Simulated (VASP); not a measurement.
A run of VASP 6.6.1:

File INCAR:

```
SYSTEM = C
  ALGO = Fast
  DIPOL = 0.5 0.5 0.500
  EDIFF = 1E-6
  ENCUT = 520
  GGA = PE
  IDIPOL = 3
  ISIF = 2
  ISMEAR = 0
  IVDW = 12
  LASPH = .True.
  LCHARG = .False.
  LDIPOL = .True.
  LREAL = .False.
  LWAVE = .False.
  NBANDS = 11
  NELM = 100
  PREC = Accurate
  SIGMA = 0.1
```

KPOINTS

```
k-points
0
Gamma
  21 21 1
  0 0 0
```

The input POSCAR:

```
C
1.0
    2.4660651710      0.0000000000      0.0000000000
   -1.2330325855      2.1356750854      0.0000000000
    0.0000000000      0.0000000000     28.0000000000
C
2
Direct
    0.3333333333      0.6666666667      0.5000000751
    0.6666666667      0.3333333333      0.4999999249
```

Potentials or basis: VASP PAW PBE potentials, release 64 (C).

Launch:

```bash
$ cat potpaw_PBE.64/C/POTCAR > POTCAR
$ mpirun -np 1 vasp_std > vasp.out
```

Hardware: 1 thread of Intel(R) Xeon(R) Platinum 8488C (Sapphire Rapids) (shared host).

Problem. Estimate the wall time of this run.

Solution. It took 85 s on 1 thread of Intel(R) Xeon(R) Platinum 8488C (Sapphire Rapids), on a shared host, peak memory 0.27 GiB. Counts: scf iterations 21, k points 48.
